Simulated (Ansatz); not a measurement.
**GaN: the cell at several levels of theory**

How does the equilibrium cell of the published phase of GaN (Fm-3m) depend on the functional? It is relaxed with PBE, r2SCAN, PBEsol, LDA and HSE06.

The runs shown are made with Ansatz 0.2.0. PAW datasets, plane waves, zero pressure. No spin polarisation and no zero-point or thermal motion.

## 1. The system as given

This is the cell as the run starts from it, not yet at rest; its lengths are not the crystal's.

Space group Fm-3m (No. 225), cubic; conventional cell a = 3.985 Å, 7.91 Å³ an atom. Near Ga stand 6 N at 1.99 Å; near N stand 6 Ga at 1.99 Å.

The structure in full:

```
Ga N
1.0
     0.00000    1.99250    1.99250
     1.99250    0.00000    1.99250
     1.99250    1.99250    0.00000
Ga N
1 1
Direct
  0.50000 0.50000 0.50000
  0.00000 0.00000 0.00000
```

## 2. PBE: cell and atoms

input.yaml reads:

```yaml
crystal:
  lattice:
    - [0.0, 1.9925, 1.9925]
    - [1.9925, 0.0, 1.9925]
    - [1.9925, 1.9925, 0.0]
  atoms:
    - { symbol: Ga, position: [0.5, 0.5, 0.5] }
    - { symbol: "N", position: [0.0, 0.0, 0.0] }
kpoints:
  mp_grid: { grid: [10, 10, 10] }
hamiltonian:
  xc: pbe
scf:
  occupations: { method: fermi_dirac, width: 0.02 }
relax:
  f_tol: 0.005
  cell: {}
```

Started as:

```
ansatz run input.yaml --threads 2 --pin off --max-ram 2211MiB --backend cpu --events-out ev --progress --plain --runs-dir out
```

Further steps of the session: Relaxation with r2SCAN; PBEsol: cell and atoms; Relaxing with LDA; HSE06: cell and atoms.

**Question.** What will these runs give? Wanted: for each run, a; volume; space group; SCF geometries.

The runs gave:

```
 level  a (Å)  volume (Å³/atom)  space group  SCF geometries
   PBE  4.268             9.719        Fm-3m               9
r2SCAN  4.217             9.374        Fm-3m               5
PBEsol  4.219             9.390        Fm-3m               7
   LDA  4.181             9.136        Fm-3m               7
 HSE06  4.209             9.318        Fm-3m               4
```

**Reading.** The first relaxation changed the volume by +22.9 % from the start. The volume runs from LDA (least) to PBE (most), a spread of 6.4 %, or 2.1 % in length if all axes shared it alike. The meshes differ: PBE 10×10×10, r2SCAN 10×10×10, PBEsol 10×10×10, LDA 10×10×10, HSE06 6×6×6.
